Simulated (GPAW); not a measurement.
Runs of GPAW 26.7.0 on Cu. Symmetry: Fm-3m, No. 225, cubic system. The conventional cell has a = 3.615 Å, b = 3.615 Å, c = 3.615 Å, α = 90.00°, β = 90.00°, γ = 90.00°. Cu (site symmetry m-3m) is surrounded by 12 Cu at 2.56 Å. 

```tsv
task	level	potentials or basis	k mesh	cutoff (eV)	maxiter	band path	band points	hybrids on these orbitals	response ecut	mesh quality	gap on the mesh (eV)	pressure (GPa)	V0 of scaled cells (Å³/atom)	B0 (GPa)
band structure	revPBE	the program's PAW data sets (release 1.2.1) made for this functional, pw	13 × 13 × 13	600	150	GXWKGLUWLK,UX	80	-	-	not flagged	-	(a)	-	-
one-shot levels on a semilocal density	LDA	the program's PAW data sets (release 1.2.1) made for this functional, pw	8 × 8 × 8	500	150	-	-	["HSE06", "PBE0", "EXX"]	-	coarse	none	-11.8	-	-
G0W0 quasiparticle levels	LDA	the program's PAW data sets (release 1.2.1) made for this functional, pw	7 × 7 × 7	500	150	-	-	-	150 eV	coarse	none	-	-	-
equation of state	BLYP+D3	PAW data sets generated in the run's folder for this functional, pw	13 × 13 × 13	600	150	-	-	-	-	not flagged	-	-	11.24	165
equation of state	vdW-DF-cx	GPAW PAW data sets (gpaw-data 1.2.1), pw	13 × 13 × 13	600	150	-	-	-	-	not flagged	-	-	11.95	(b)
single point	LDA	the program's PAW data sets (release 1.2.1) made for this functional, pw	10 × 10 × 10	500	120	-	-	-	-	not flagged	none	-12.5	-	-
```

Alike in all rows: no spin polarisation; cell as given; smearing fermi-dirac 0.05 eV.

Task: Estimate the missing entries.

Result: (a) 6.9; (b) 145.

Caveats: some runs use coarse meshes; with this Cu data set, volumes or pressures lay over 1.5 % or 2 GPa off other programs in two to four cells of ten (some runs); the cutoff is short for stress and forces, so pressures can be off by a GPa or more (some runs); one-shot exact exchange on a metal's smeared states is rough (some runs); G0W0 is unreliable with partly filled bands (some runs); on this mesh the treatment of q = 0 moves the result by about a tenth of an eV (some runs); the long-wavelength limit can be off by several per cent where d states take part (some runs); the PAW data sets were made with another functional, which shifts forces and pressure a little (some runs).

A gap of «none» marks a metal or a gap under the smearing width.

Runs at the PBE level aren't shown here.
